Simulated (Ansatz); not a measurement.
# AlSb: isotropic strain −2.18 %

Start from AlSb in the zinc blende structure (space group F-43m, No. 216; a = 6.157 Å).

Modification: an isotropic linear strain of −2.18 %, atoms relaxed at fixed cell.

Calculations: Kohn–Sham DFT with the PBEsol functional, run in Ansatz (a quantum-chemistry and plane-wave program) with PAW and 420 eV plane waves, without spin-orbit coupling. k-mesh 13×13×13 (Γ-centred); smearing 0.05 eV (Fermi–Dirac).

```tsv
quantity	base	changed	shift
volume per atom	29.18 Å³	27.31 Å³	-1.87 Å³
space group	F-43m (No. 216)	F-43m (No. 216)	–
energy relative to the base (free energy F)	0 meV/atom	+23 meV/atom	+23 meV/atom
pressure	0.01 GPa	4.12 GPa	+4.11 GPa
band gap	1.14 eV	1.02 eV	-0.12 eV
smallest direct gap	1.47 eV	1.99 eV	+0.52 eV
width of the top valence band	2.73 eV	2.97 eV	+0.24 eV
valley order (the lowest conduction-band minima on the path, energy above the VBM, named in the base's zone)	a point along ⟨100⟩, about 0.9 Å⁻¹ from Γ 1.14 eV; L along ⟨111⟩ 1.28 eV; Γ 1.47 eV	X along ⟨100⟩ 1.02 eV; L along ⟨111⟩ 1.47 eV; Γ 1.99 eV	–
```

With Sb present, leaving out spin-orbit coupling can change the band edges. Gaps are Kohn–Sham eigenvalue differences; semilocal functionals usually give less than the measured gap. Whether these cells are dynamically stable was not tested.
